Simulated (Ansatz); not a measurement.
# WS2: shifting one sublattice

The task, for WS2: map the energy as every S atom is pushed off its site.

Computed with Ansatz 0.2.0 (DFT r2SCAN, scalar-relativistic, plane waves, PAW, unless a step's input says otherwise).

1 further run of the same task is left out (set aside as unsound or not needed). Runs told in other sessions of the task aren't counted.

**1. The structure to begin with**

Symmetry: P-6m2, No. 187, hexagonal system. The conventional cell has a = 3.181 Å, b = 3.181 Å, c = 16.951 Å, α = 90.00°, β = 90.00°, γ = 120.00°. W (site symmetry -6m2) has 6 S at 2.41 Å in its first shell of neighbours. S (site symmetry 3m) has 3 W at 2.41 Å in its first shell of neighbours.

As a file:

```xyz
3
Lattice="3.1811 0.0000 0.0000 -1.5905 2.7549 0.0000 0.0000 0.0000 16.9507" Properties=species:S:1:pos:R:3 pbc="T T T"
W     0.0000    1.8366    0.0000
S     1.5905    0.9183   15.3917
S     1.5905    0.9183    1.5591
```

It goes back to an entry of the Materials Project, which need not be the stable form.

This cell was relaxed beforehand with the same method: volume 49.52 Å³/atom, gap on the mesh 1.90 eV.

**2. Zero of energy**

Reference values: F = -12211.6138 eV; pressure 0.00 GPa; largest force 0.001 eV/Å; gap on the mesh 1.90 eV. It was computed beforehand with the settings of the runs below.

**3. The scan: shifting one sublattice**

Every S atom is moved by x along the Cartesian unit vector (0.000, 0.000, 1.000); the cell and all other atoms stay fixed. Forces below are components along that vector, summed over the moved atoms.

**4. At x = -0.100 Å**

Contents of input.yaml:

```yaml
crystal:
  lattice:
    - [3.1810953814, 0.0, 0.0]
    - [-1.5905476907, 2.7549094121, 0.0]
    - [0.0, 0.0, 16.9507399585]
  atoms:
    - { symbol: W, position: [0.3333333333, 0.6666666667, 0.0] }
    - { symbol: S, position: [0.6666666667, 0.3333333333, 0.9021230426] }
    - { symbol: S, position: [0.6666666667, 0.3333333333, 0.0860780624] }
basis:
  ecutwfc: 500
kpoints:
  mp_grid: { grid: [12, 12, 2] }
hamiltonian:
  xc: r2scan
scf:
  occupations: { method: gaussian, width: 0.05 }
output:
  forces: true
  stress: true
  eigenvalues: true
```

Run with:

```sh
$ ansatz run input.yaml --threads 1 --pin off --max-ram 2560MiB --backend cpu --events-out ev --progress --plain --runs-dir out
```

Output (excerpt; [...] marks lines left out):

```text
Warning: RAYON_NUM_THREADS=1 ignored (pool sized by the plan → 1); use --threads N
[...]
Pseudopotentials: kind: paw
Pseudopotential: W, paw, valence charge 14, recommended cutoff 500 eV (meta_gga), W.paw.azcp
Pseudopotential: S, paw, valence charge 6, recommended cutoff 500 eV (meta_gga), S.paw.azcp
Functional definition: r2SCAN
[...]
Crystal: 3 atoms, lattice volume = 148.550 Å³
Basis set: ecut = 500 eV, 3763 PW (Γ), exchange–correlation on 96×96×500 points (64 copies of the dense FFT grid, shifted against one another)
Bands: 17, of which v1, the nominal top of the filled ones, is band 13 counted from 1 (12 counted from 0)
Symmetry: 6 space group operations
Space group: P3m1 (ITA 156), of the structure as read, at distance tolerance 5.3e-5 Å
k-points: 38 of 288 (time reversal used)
[...]
SCF iter   1: F=—  HF=-12211.373793 eV  |F-HF|=—  |Δ(HF+E_count)|=         —  Δρ=5.00e-3  dr2=3.95e-2  dr2_τ=8.71e-2  ethr=1.77e-3  ⟨swp⟩=9.2  Hψ=4673  notcnv=0
[...]
SCF iter   9: F=-12211.446430 eV  HF=-12211.446430 eV  |F-HF|=4.67e-9  |Δ(HF+E_count)|=   1.27e-7  Δρ=1.97e-6  dr2=8.45e-9  dr2_τ=2.77e-10  ethr=3.85e-10  ⟨swp⟩=8.9  Hψ=3742  notcnv=0
[...]
SCF converged after 9 iterations
Free energy (F): -12211.446430 eV
[...]
E sigma→0 (E₀):  -12211.446430 eV
Fermi energy:    1.113451 eV
[...]
--- Forces (eV/Å), atoms counted from 1 ---
  atom   1  W     -0.00000000     0.00000000    -3.33492855
  atom   2  S      0.00000000    -0.00000000     1.49016164
  atom   3  S      0.00000000     0.00000000     1.84477032
[...]
--- Stress (GPa, compression-positive) ---
        0.423286      -0.000000      -0.000000
       -0.000000       0.423286       0.000000
       -0.000000       0.000000       0.236577
  P = ⅓ Tr σ = 0.3610 GPa (3.610 kbar)
--- Band table (eV; the first three rows and the last of 38) ---
  k-point 0: bands = ["-75.7724", "-39.4129", "-39.2587", "-39.2587", "-15.4146", "-13.6187", "-6.5170", "-3.1560", "-3.1560", "-2.1797", "-1.5220", "-1.5220", "0.2711", "2.9167", "2.9167", "3.6713", "3.6713"]
[...]
```

Run time: 34 s. Hardware: 1 thread of Intel Xeon at 2.50GHz (Skylake/Cascade Lake), shared host; peak memory 0.67 GiB.

**5. Point x = 0.075 Å**

Contents of input.yaml:

```yaml
crystal:
  lattice:
    - [3.1810953814, 0.0, 0.0]
    - [-1.5905476907, 2.7549094121, 0.0]
    - [0.0, 0.0, 16.9507399585]
  atoms:
    - { symbol: W, position: [0.3333333333, 0.6666666667, 0.0] }
    - { symbol: S, position: [0.6666666667, 0.3333333333, 0.9124470757] }
    - { symbol: S, position: [0.6666666667, 0.3333333333, 0.0964020955] }
basis:
  ecutwfc: 500
kpoints:
  mp_grid: { grid: [12, 12, 2] }
hamiltonian:
  xc: r2scan
scf:
  occupations: { method: gaussian, width: 0.05 }
output:
  forces: true
  stress: true
  eigenvalues: true
  write_density: true
  write_potential: true
  elf: true
  volumetric_format: npy
```

Run with:

```sh
$ ansatz run input.yaml --threads 1 --pin off --max-ram 2560MiB --backend cpu --events-out ev --progress --plain --runs-dir out
```

Output:

```text
Warning: RAYON_NUM_THREADS=1 ignored (pool sized by the plan → 1); use --threads N
Engine: ansatz 0.2.0, x86_64-unknown-linux-gnu
Pseudopotentials: kind: paw
Pseudopotential: W, paw, valence charge 14, recommended cutoff 500 eV (meta_gga), W.paw.azcp
Pseudopotential: S, paw, valence charge 6, recommended cutoff 500 eV (meta_gga), S.paw.azcp
Functional definition: r2SCAN
  parameter k0 = 0.174
  parameter k1 = 0.065
  parameter a1 = 4.9479
  exchange = r2scan_x(k0 = k0, k1 = k1, a1 = a1)
  correlation = r2scan_c
Crystal: 3 atoms, lattice volume = 148.550 Å³
Basis set: ecut = 500 eV, 3763 PW (Γ), exchange–correlation on 96×96×500 points (64 copies of the dense FFT grid, shifted against one another)
Bands: 17, of which v1, the nominal top of the filled ones, is band 13 counted from 1 (12 counted from 0)
Symmetry: 6 space group operations
Space group: P3m1 (ITA 156), of the structure as read, at distance tolerance 5.3e-5 Å
k-points: 38 of 288 (time reversal used)
Non-local potential: W, projectors of the file, l = 0: 3, l = 1: 2, l = 2: 2, l = 3: 1
Non-local potential: S, projectors of the file, l = 0: 2, l = 1: 2, l = 2: 2
PAW form: soft (Blöchl's): semilocal exchange-correlation on the pseudo side does not see the compensation charge
PAW frozen core: W, regenerated for the run's functional (the file was generated under x = pbe(κ = 0.804, μ = 0.2195149727645171), c = pbe(β = 0.06672455060314922))
PAW frozen core: S, regenerated for the run's functional (the file was generated under x = pbe(κ = 0.804, μ = 0.2195149727645171), c = pbe(β = 0.06672455060314922))
PAW one-centre angular grid: W, 590 points (default); XC on 160 Gauss nodes
PAW one-centre angular grid: S, 302 points (default); XC on 160 Gauss nodes
Initial density: superposition of atomic densities (neutral atoms: chi_scale 0, normalization atom), corrected by the library's trained network
Initial wavefunctions: pseudopotential atomic-orbital guess
Functional: x = r2scan, c = r2scan; τ floored in thin density (d = 2e-4 eV/Å³)
SCF iter   1: F=—  HF=-12211.447388 eV  |F-HF|=—  |Δ(HF+E_count)|=         —  Δρ=4.99e-3  dr2=3.78e-2  dr2_τ=8.64e-2  ethr=1.77e-3  ⟨swp⟩=9.4  Hψ=4688  notcnv=0
preconditioner: auto → none  [insulator: Δε(μ)=1.755 eV  Ē_g=9.188 eV  σ=0.050 eV  W_gap=1.00  n_scr=10 (ndim 8)  ℏωp=12.9 eV  f_vac=0.610  D(μ)=0.00/eV (n_scr^D=0)  ε∞_Penn≈3.0]
SCF iter   2: F=—  HF=-12211.534714 eV  |F-HF|=—  |Δ(HF+E_count)|=   8.73e-2  Δρ=5.19e-3  dr2=1.42e-1  dr2_τ=6.44e-3  ethr=1.45e-4  ⟨swp⟩=3.6  Hψ=1856  notcnv=0
SCF iter   3: F=—  HF=-12211.516853 eV  |F-HF|=—  |Δ(HF+E_count)|=   1.79e-2  Δρ=2.21e-3  dr2=1.17e-2  dr2_τ=3.74e-4  ethr=1.45e-4  ⟨swp⟩=3.0  Hψ=1206  notcnv=0
SCF iter   4: F=—  HF=-12211.521183 eV  |F-HF|=—  |Δ(HF+E_count)|=   4.33e-3  Δρ=1.76e-3  dr2=2.30e-2  dr2_τ=5.63e-4  ethr=4.52e-5  ⟨swp⟩=2.9  Hψ=1214  notcnv=0
SCF iter   5: F=—  HF=-12211.519319 eV  |F-HF|=—  |Δ(HF+E_count)|=   1.86e-3  Δρ=6.66e-4  dr2=1.88e-3  dr2_τ=2.44e-5  ethr=4.52e-5  ⟨swp⟩=1.9  Hψ=919  notcnv=0
SCF iter   6: F=—  HF=-12211.519496 eV  |F-HF|=—  |Δ(HF+E_count)|=   1.78e-4  Δρ=1.72e-4  dr2=1.08e-4  dr2_τ=1.42e-6  ethr=7.22e-6  ⟨swp⟩=2.3  Hψ=838  notcnv=0
SCF iter   7: F=—  HF=-12211.519501 eV  |F-HF|=—  |Δ(HF+E_count)|=   4.49e-6  Δρ=4.02e-5  dr2=2.69e-6  dr2_τ=8.10e-8  ethr=4.17e-7  ⟨swp⟩=2.5  Hψ=1181  notcnv=0
SCF iter   8: F=—  HF=-12211.519495 eV  |F-HF|=—  |Δ(HF+E_count)|=   5.78e-6  Δρ=9.21e-6  dr2=1.06e-7  dr2_τ=9.31e-9  ethr=1.03e-8  ⟨swp⟩=2.6  Hψ=1225  notcnv=0
SCF iter   9: F=-12211.519495 eV  HF=-12211.519495 eV  |F-HF|=2.14e-8  |Δ(HF+E_count)|=   8.63e-8  Δρ=3.19e-6  dr2=9.87e-9  dr2_τ=6.04e-10  ethr=3.85e-10  ⟨swp⟩=15.1  Hψ=6277  notcnv=0
SCF 1 converged in 9 iterations: F = -12211.519495 eV  dr2 = 9.87e-9
WARN: The output density's exchange-correlation potential varies sharply where the density is thin. Do not read a vacuum level from v_tot or v_xc, or from such a field of the output density. On a cell that repeats whose density bears no net charge and no dipole along the vacuum's axis use v_es (v_loc + v_h of the components); under efield.dipole_correction with no amplitude use v_es + v_field, which holds any external_charges[].barrier, or the levels of the report's work_function block, which leave it out; under a non-zero efield.amplitude the vacuum is tilted and has no level; on a cell that repeats and bears such a dipole with no correction it is tilted too, and efield.dipole_correction with no amplitude gives each side of its ramp a level where efield: is served; in a cell that repeats whose density bears a net charge (total_charge, or a fill off its count) it is curved and has none; of a slab under crystal.periodic whose density bears no net charge use v_es, which has a level on each side, short of where the two are joined; of another it falls or rises all the way out and has none; of a slab beside external_charges read slab_vacuum_level instead, which it has where they leave it neutral. The grid or the basis barely resolves most such structure, and the values can differ between equally converged runs; as a rule a tighter scf.convergence.dr2_threshold does not remove it. Where the density itself ripples (under the LDA too) a higher basis.ecutwfc lessens it. The files hold the spikes' plane waves up to the density's cutoff. Files: v_tot_of_output_density and the like, and their columns of v_z.tsv (output.write_potential); v_xc_of_output_density and the like, and their columns of v_comp_z.tsv (output.write_potential_components). Measured: with its Gaussian average of σ = 0.25 Å subtracted twice, the exchange-correlation potential is over 0.1 eV at 1139 of the grid points where the equally averaged density (valence and model cores) is under 1e-3 e/Å³, and 0.522 eV at the most among them, at an averaged density of 8.2e-9 e/Å³. The input density's (outcome.potential() and, of a run that writes arrays, v_tot and v_xc) is over 0.1 eV, so measured, at 573 points of its own thin density, 0.299 eV at the most. See output.write_potential in the manual, Limitations
SCF converged after 9 iterations
Free energy (F): -12211.519495 eV
Harris-Foulkes:  -12211.519495 eV  (|F-HF|=2.14e-8)
Internal energy: -12211.519495 eV  (E = F + TS)
E sigma→0 (E₀):  -12211.519495 eV
Fermi energy:    1.096875 eV
--- Per-component energies (eV) ---
  E_band       = -487.620848
  E_kinetic    = 666.539539
  E_local      = -12421.298180  (includes V_loc(G=0)·N_el)
  E_nonlocal   = 57.751379
  E_hartree    = 5890.219313
  E_xc         = -433.129156
  E_vxc        = -449.964736  (∫ρ·V_xc dr)
  E_paw        = -9812.212777  (= ΣΔE_a)
  E_vpaw       = -143.603595  (= ΣTr[D̂ρ^β])
  E_aug_tail   = -0.000046  (compensation charges beyond the density's cutoff)
  E_vtau       = 22.510720  (kinetic-family band-sum trace: ∫τ·v_τ [+ j·A + Jᵃ·Aᵃ] dr)
  E_ewald      = 3841.417916
  E_core_change = -0.807482  (= ΣΔE_core)
  E_smearing   = -0.000000  (= −TS)
  E_closure    = -0.000000  (closes the sum)
  Σ components = -12211.519495   (vs F -12211.519495, Δ=0.00e0)
--- Forces (eV/Å), atoms counted from 1 ---
  atom   1  W      0.00000000     0.00000000     2.50890932
  atom   2  S     -0.00000000    -0.00000000    -1.35523733
  atom   3  S     -0.00000000    -0.00000000    -1.15364597
  max |Σ_I F_I| component: 2.60e-5 eV/Å
--- Stress (GPa, compression-positive) ---
        0.238019       0.000000      -0.000000
       -0.000000       0.238019       0.000000
       -0.000000       0.000000       0.136012
  P = ⅓ Tr σ = 0.2040 GPa (2.040 kbar)
--- Band table (eV; the first three rows and the last of 38) ---
  k-point 0: bands = ["-75.7710", "-39.4089", "-39.2542", "-39.2542", "-15.4012", "-13.6252", "-6.5095", "-3.0705", "-3.0705", "-2.1433", "-1.5770", "-1.5770", "0.2096", "2.9999", "2.9999", "3.5759", "3.5759"]
  k-point 1: bands = ["-75.7710", "-39.4089", "-39.2542", "-39.2542", "-15.4012", "-13.6252", "-6.5095", "-3.0705", "-3.0705", "-2.1433", "-1.5770", "-1.5770", "0.2096", "2.9999", "2.9999", "3.5759", "3.5759"]
  k-point 2: bands = ["-75.7697", "-39.4044", "-39.2788", "-39.2599", "-15.2826", "-13.5820", "-6.3687", "-3.3826", "-2.9750", "-2.4920", "-1.7396", "-1.4206", "0.1422", "2.8207", "3.0466", "3.4087", "3.6423"]
  k-point 37: bands = ["-75.7497", "-39.5230", "-39.4863", "-39.3320", "-13.0200", "-12.5778", "-5.9455", "-5.4811", "-4.5312", "-3.9801", "-3.2808", "-2.3653", "0.0628", "1.9851", "3.7523", "4.3461", "6.0629"]
```

It took 41 s on 1 thread of Intel Xeon at 2.50GHz (Skylake/Cascade Lake), shared host; peak memory 0.67 GiB.

Density in a lattice plane of the grid's cell (edges 3.18 and 16.95 Å, at 0.333 of the third edge), which holds S.

Values in e/Å³, 12 rows by 6 columns:
```
0.46 0.18 0.47 1.11 0.17 1.06
0.04 0.02 0.04 0.10 0.15 0.10
0.00 0.00 0.00 0.00 0.00 0.00
0.00 0.00 0.00 0.00 0.00 0.00
0.00 0.00 0.00 0.00 0.00 0.00
0.00 0.00 0.00 0.00 0.00 0.00
0.00 0.00 0.00 0.00 0.00 0.00
0.00 0.00 0.00 0.00 0.00 0.00
0.00 0.00 0.00 0.00 0.00 0.00
0.05 0.02 0.06 0.17 0.26 0.17
0.45 0.18 0.46 1.13 0.45 1.09
0.51 1.02 0.58 0.28 0.24 0.27
```
Columns run along the first of these edges and rows up along the second, over one cell in 6 and 12 even steps from the bottom left corner. Atoms in the plane (fractional): S at (0.67, 0.91), S at (0.67, 0.10).

ELF in the same plane.

Values, 12 rows by 6 columns:
```
0.72 0.19 0.70 0.66 0.02 0.63
0.32 0.02 0.32 0.84 0.91 0.83
0.00 0.00 0.00 0.03 0.07 0.03
0.00 0.00 0.00 0.00 0.00 0.00
0.00 0.00 0.00 0.00 0.00 0.00
0.00 0.00 0.00 0.00 0.00 0.00
0.00 0.00 0.00 0.00 0.00 0.00
0.00 0.00 0.00 0.00 0.00 0.00
0.00 0.00 0.01 0.05 0.11 0.05
0.41 0.02 0.41 0.87 0.92 0.86
0.72 0.19 0.70 0.72 0.06 0.70
0.21 0.41 0.24 0.17 0.16 0.18
```
Columns run along the first of these edges and rows up along the second, over one cell in 6 and 12 even steps from the bottom left corner. Atoms in the plane (fractional): S at (0.67, 0.91), S at (0.67, 0.10).

Both are smooth fields of the valence electrons: close to the nuclei they are not physical.

Maxima of ELF outside the ion cores: 0.96 beside S, off the lines to its neighbours, 0.9 Å from S; 0.87 on the S–W line, 0.8 Å from S; 0.56 between the atoms, 1.8 Å from W.

**6. x = -0.050 Å**

Contents of input.yaml:

```yaml
crystal:
  lattice:
    - [3.1810953814, 0.0, 0.0]
    - [-1.5905476907, 2.7549094121, 0.0]
    - [0.0, 0.0, 16.9507399585]
  atoms:
    - { symbol: W, position: [0.3333333333, 0.6666666667, 0.0] }
    - { symbol: S, position: [0.6666666667, 0.3333333333, 0.9050727664] }
    - { symbol: S, position: [0.6666666667, 0.3333333333, 0.0890277862] }
basis:
  ecutwfc: 500
kpoints:
  mp_grid: { grid: [12, 12, 2] }
hamiltonian:
  xc: r2scan
scf:
  occupations: { method: gaussian, width: 0.05 }
output:
  forces: true
  stress: true
  eigenvalues: true
```

Run with:

```sh
$ ansatz run input.yaml --threads 1 --pin off --max-ram 2560MiB --backend cpu --events-out ev --progress --plain --runs-dir out
```

Output (excerpt; [...] marks lines left out):

```text
[...]
SCF converged after 8 iterations
Free energy (F): -12211.571818 eV
[...]
E sigma→0 (E₀):  -12211.571818 eV
Fermi energy:    1.084718 eV
[...]
--- Forces (eV/Å), atoms counted from 1 ---
  atom   1  W     -0.00000000     0.00000000    -1.67584505
  atom   2  S      0.00000000    -0.00000000     0.79251434
  atom   3  S      0.00000000     0.00000000     0.88359004
[...]
--- Stress (GPa, compression-positive) ---
        0.106084       0.000000      -0.000000
       -0.000000       0.106084       0.000000
       -0.000000       0.000000       0.062667
  P = ⅓ Tr σ = 0.0916 GPa (0.916 kbar)
--- Band table (eV; the first three rows and the last of 38) ---
  k-point 0: bands = ["-75.7697", "-39.4057", "-39.2506", "-39.2506", "-15.3912", "-13.6297", "-6.5039", "-3.0044", "-3.0044", "-2.1157", "-1.6207", "-1.6207", "0.1645", "3.0829", "3.0829", "3.4848", "3.4848"]
[...]
```

It took 34 s on 1 thread of Intel Xeon at 2.50GHz (Skylake/Cascade Lake), shared host; peak memory 0.67 GiB.

**7. At x = 0.025 Å**

input.yaml, as its differences from that of step 6:

```diff
@@ -7,4 +7,4 @@
     - { symbol: W, position: [0.3333333333, 0.6666666667, 0.0] }
-    - { symbol: S, position: [0.6666666667, 0.3333333333, 0.9050727664] }
-    - { symbol: S, position: [0.6666666667, 0.3333333333, 0.0890277862] }
+    - { symbol: S, position: [0.6666666667, 0.3333333333, 0.909497352] }
+    - { symbol: S, position: [0.6666666667, 0.3333333333, 0.0934523718] }
 basis:
```

Run with:

```sh
$ ansatz run input.yaml --threads 1 --pin off --max-ram 2560MiB --backend cpu --events-out ev --progress --plain --runs-dir out
```

Output (excerpt; [...] marks lines left out):

```text
Warning: RAYON_NUM_THREADS=1 ignored (pool sized by the plan → 1); use --threads N
[...]
Pseudopotentials: kind: paw
Pseudopotential: W, paw, valence charge 14, recommended cutoff 500 eV (meta_gga), W.paw.azcp
Pseudopotential: S, paw, valence charge 6, recommended cutoff 500 eV (meta_gga), S.paw.azcp
Functional definition: r2SCAN
[...]
Crystal: 3 atoms, lattice volume = 148.550 Å³
Basis set: ecut = 500 eV, 3763 PW (Γ), exchange–correlation on 96×96×500 points (64 copies of the dense FFT grid, shifted against one another)
Bands: 17, of which v1, the nominal top of the filled ones, is band 13 counted from 1 (12 counted from 0)
Symmetry: 6 space group operations
Space group: P3m1 (ITA 156), of the structure as read, at distance tolerance 5.3e-5 Å
k-points: 38 of 288 (time reversal used)
[...]
SCF iter   1: F=—  HF=-12211.531675 eV  |F-HF|=—  |Δ(HF+E_count)|=         —  Δρ=4.98e-3  dr2=3.63e-2  dr2_τ=8.56e-2  ethr=1.77e-3  ⟨swp⟩=9.0  Hψ=4572  notcnv=0
[...]
SCF iter   9: F=-12211.603264 eV  HF=-12211.603264 eV  |F-HF|=2.08e-8  |Δ(HF+E_count)|=   2.92e-7  Δρ=3.56e-6  dr2=1.63e-8  dr2_τ=7.84e-10  ethr=3.85e-10  ⟨swp⟩=8.3  Hψ=3637  notcnv=0
[...]
SCF converged after 9 iterations
Free energy (F): -12211.603264 eV
[...]
E sigma→0 (E₀):  -12211.603264 eV
Fermi energy:    1.076819 eV
[...]
--- Forces (eV/Å), atoms counted from 1 ---
  atom   1  W      0.00000000     0.00000000     0.83901394
  atom   2  S     -0.00000000    -0.00000000    -0.43162007
  atom   3  S     -0.00000000    -0.00000000    -0.40741838
[...]
--- Stress (GPa, compression-positive) ---
        0.026850      -0.000000      -0.000000
       -0.000000       0.026850       0.000000
       -0.000000       0.000000       0.017981
  P = ⅓ Tr σ = 0.0239 GPa (0.239 kbar)
--- Band table (eV; the first three rows and the last of 38) ---
  k-point 0: bands = ["-75.7691", "-39.4041", "-39.2487", "-39.2487", "-15.3854", "-13.6327", "-6.5007", "-2.9626", "-2.9626", "-2.0988", "-1.6496", "-1.6496", "0.1365", "3.1594", "3.1594", "3.4029", "3.4029"]
[...]
```

Run time: 36 s. Hardware: 1 thread of Intel Xeon at 2.50GHz (Skylake/Cascade Lake), shared host; peak memory 0.67 GiB.

**8. x = 0.087 Å**

input.yaml, as its differences from that of step 7:

```diff
@@ -7,4 +7,4 @@
     - { symbol: W, position: [0.3333333333, 0.6666666667, 0.0] }
-    - { symbol: S, position: [0.6666666667, 0.3333333333, 0.909497352] }
-    - { symbol: S, position: [0.6666666667, 0.3333333333, 0.0934523718] }
+    - { symbol: S, position: [0.6666666667, 0.3333333333, 0.9131845066] }
+    - { symbol: S, position: [0.6666666667, 0.3333333333, 0.0971395264] }
 basis:
```

Run with:

```sh
$ ansatz run input.yaml --threads 1 --pin off --max-ram 2560MiB --backend cpu --events-out ev --progress --plain --runs-dir out
```

Output (excerpt; [...] marks lines left out):

```text
[...]
SCF converged after 8 iterations
Free energy (F): -12211.485544 eV
[...]
E sigma→0 (E₀):  -12211.485544 eV
Fermi energy:    1.104771 eV
[...]
--- Forces (eV/Å), atoms counted from 1 ---
  atom   1  W      0.00000000     0.00000000     2.92303347
  atom   2  S     -0.00000000    -0.00000000    -1.59793664
  atom   3  S     -0.00000000    -0.00000000    -1.32486882
[...]
--- Stress (GPa, compression-positive) ---
        0.324243       0.000000      -0.000000
        0.000000       0.324243       0.000000
       -0.000000       0.000000       0.183179
  P = ⅓ Tr σ = 0.2772 GPa (2.772 kbar)
--- Band table (eV; the first three rows and the last of 38) ---
  k-point 0: bands = ["-75.7715", "-39.4106", "-39.2561", "-39.2561", "-15.4074", "-13.6221", "-6.5130", "-3.1110", "-3.1110", "-2.1605", "-1.5506", "-1.5506", "0.2385", "2.9582", "2.9582", "3.6232", "3.6232"]
[...]
```

Run time: 34 s. Hardware: 1 thread of Intel Xeon at 2.50GHz (Skylake/Cascade Lake), shared host; peak memory 0.67 GiB.

**9. Results of the scan**

Collected from the runs (energy zero: the undisturbed cell):

| x (Å) | ΔE (meV/cell) | force on the moved atoms (eV/Å) | pressure (GPa) | gap on the mesh (eV) |
| --- | --- | --- | --- | --- |
| -0.100 | 167.3 | 3.335 | 0.4 | 1.69 |
| -0.050 | 41.9 | 1.676 | 0.1 | 1.84 |
| 0.000 | 0.0 | 0.000 | 0.0 | 1.90 |
| 0.025 | 10.5 | -0.839 | 0.0 | 1.88 |
| 0.075 | 94.3 | -2.509 | 0.2 | 1.78 |
| 0.087 | 128.2 | -2.923 | 0.3 | 1.73 |

Not run, since symmetry makes them alike: 0.100 repeats -0.100, -0.075 repeats 0.075, 0.050 repeats -0.050, -0.025 repeats 0.025. Energy, pressure and gap are the same there.

**10. Results**

| quantity | value |
| --- | --- |
| force constant along x, from the points at -0.050, 0 and 0.025 Å | 33.55 eV/Å² for the 2 moved atoms together |

What this shows: The restoring force grows by 33.55 eV/Å per Å near the site for the 2 atoms together, 16.77 on average. The undisturbed cell stays the lowest of the sampled points. The gap on the mesh stays between 1.69 and 1.90 eV. These runs have no spin-orbit coupling; with W it would split and shift bands. The cell holds empty space of several Å, a single layer or slab in vacuum, so volume, pressure and the long edge depend on that space.
